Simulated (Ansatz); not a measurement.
## Relaxation of Zr

Computed with DFT PBE, scalar-relativistic, plane waves, PAW in Ansatz. Settings: 420 eV cutoff, 18×18×8 k-mesh, Gaussian smearing of 0.10 eV, no spin polarisation.

What was changed in Ru: Ru → Zr on all its sites, cell and atoms relaxed.

Command:

```bash
ansatz run input.yaml --threads 1 --pin off --max-ram 2560MiB --backend cpu --events-out ev --progress --plain --runs-dir out
```

Input:

```yaml
crystal:
  lattice:
    - [3.2276399667, 0.0, 0.0]
    - [-1.6138199833, 2.7952182055, 0.0]
    - [0.0, 0.0, 5.1762875167]
  atoms:
    - { symbol: Zr, position: [0.3333333333, 0.6666666667, 0.25] }
    - { symbol: Zr, position: [0.6666666667, 0.3333333333, 0.75] }
basis:
  ecutwfc: 420
kpoints:
  mp_grid: { grid: [18, 18, 8] }
hamiltonian:
  xc: pbe
scf:
  occupations: { method: gaussian, width: 0.1 }
output:
  forces: true
  stress: true
  eigenvalues: true
  write_density: true
  write_potential: true
  elf: true
  volumetric_format: npy
relax:
  adjacent_minimum: "off"
  f_tol: 0.01
  max_steps: 60
  cell: { stress_tol: 0.1 }
```

F is the free energy. Steps run on the plane waves of an earlier cell, but the last one, and at times one on the way, on a freshly chosen basis, so a repeated geometry can differ a little in energy.

Steps:

| step | F − F(1) (eV) | largest force component (eV/Å) | V (Å³/atom) | P (GPa) |
| --- | --- | --- | --- | --- |
| 1 | 0.0000 | 0.000 | 23.350 | 0.16 |
| 2 | -0.0001 | 0.000 | 23.436 | -0.17 |
| 3 | -0.0001 | 0.000 | 23.395 | -0.01 |
| 4 | -0.0001 | 0.000 | 23.395 | -0.01 |

Relaxed structure:

```xyz
2
Lattice="3.2330 0.0000 0.0000 -1.6165 2.7999 0.0000 0.0000 0.0000 5.1690" Properties=species:S:1:pos:R:3 pbc="T T T"
Zr    0.0000    1.8666    1.2922
Zr    1.6165    0.9333    3.8767
```

Symmetry: P6_3/mmc, No. 194, hexagonal system. The conventional cell has a = 3.233 Å, b = 3.233 Å, c = 5.169 Å, α = 90.00°, β = 90.00°, γ = 120.00°. Zr (site symmetry -6m2) is surrounded by 12 Zr at 3.19 to 3.23 Å.

The run converged. Time: 34 s on 1 thread of Intel(R) Xeon(R) Platinum 8259CL CPU @ 2.50GHz (Skylake/Cascade Lake), with other jobs on the host, peak memory 0.46 GiB.